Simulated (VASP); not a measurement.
All values below come from PBE GGA, VASP's PBE PAW potentials (set 64) (plane waves; VASP).

The input files of a VASP run:

**INCAR**
```
ALGO  =  Exact
EDIFF  =  1E-8
ENCUT  =  500
GGA  =  PE
ISMEAR  =  0
LASPH  =  .TRUE.
LCHARG  =  .FALSE.
LOPTICS  =  .TRUE.
LREAL  =  .FALSE.
LWAVE  =  .TRUE.
NBANDS  =  160
NELM  =  1
PREC  =  Normal
SIGMA  =  0.01
SYSTEM  =  CsI
```

### POSCAR
```
CsI
1
    4.5700000000     0.0000000000     0.0000000000
    0.0000000000     4.5700000000     0.0000000000
    0.0000000000     0.0000000000     4.5700000000
Cs I
1 1
Direct
  0.0000000000   0.0000000000   0.0000000000
  0.5000000000   0.5000000000   0.5000000000
```

KPOINTS:
```
K-points
0
G
4 4 4
0 0 0
```

POTCAR, in this order: Cs_sv_GW I_GW (PBE.64 set). Program: vasp_std. Read from the step before: WAVECAR.

What VASP printed:

OSZICAR:
```
       N       E                     dE             d eps       ncg     rms          rms(c)
DIA:   1    -0.710791155590E+01   -0.71079E+01    0.00000E+00     0   0.000E+00
   1 F= -.71079116E+01 E0= -.71079116E+01  d E =0.000000E+00
 imaginary and real dielectric function
```

OUTCAR:
```
 val. band max:        1.4557454228   @ k =   0.5000   0.5000   0.0000

 cond. band min:       5.3266304008   @ k =   0.0000   0.0000   0.0000



 k-point     1 :       0.0000    0.0000    0.0000
  band No.  band energies     occupation
      1     -18.9192      2.00000
      2      -9.1934      2.00000
      3      -5.6238      2.00000
      4      -5.6238      2.00000
      5      -5.6238      2.00000
      6       1.3693      2.00000
      7       1.3693      2.00000
      8       1.3693      2.00000
      9       5.3266      0.00000
     10       5.6522      0.00000
     11       5.6522      0.00000
     12       9.2335      0.00000
     13       9.2335      0.00000
     14       9.2335      0.00000
     15      11.6991      0.00000
     16      11.6991      0.00000
     17      12.8853      0.00000
     18      12.8853      0.00000
     19      12.8853      0.00000
     20      13.7886      0.00000
     21      13.7886      0.00000
     22      13.7886      0.00000
     23      15.2358      0.00000
     24      15.2358      0.00000
     25      15.2358      0.00000
     26      15.3048      0.00000
     27      17.5759      0.00000
     28      17.5759      0.00000
     29      17.5759      0.00000
     30      18.5676      0.00000
     31      19.2392      0.00000
     32      19.2392      0.00000
     33      19.2392      0.00000
     34      21.8734      0.00000
     35      21.9550      0.00000
     36      21.9550      0.00000
     37      24.7964      0.00000
     38      24.7964      0.00000
     39      24.7964      0.00000
     40      26.3958      0.00000
     41      26.3958      0.00000
     42      26.7471      0.00000
     43      26.8811      0.00000
     44      26.8811      0.00000
     45      26.8811      0.00000
     46      29.3216      0.00000
     47      29.3216      0.00000
     48      29.3216      0.00000
     49      30.0798      0.00000
     50      30.0798      0.00000
     51      30.0798      0.00000
     52      32.3468      0.00000
...
```

The density is held fixed in this step, so its total energy and stress have no physical meaning. Unless said otherwise, spin-orbit coupling is left out, though it shifts the bands of the heavy elements here.

The compound is CsI in the CsCl type structure. The cell was not relaxed at this level.
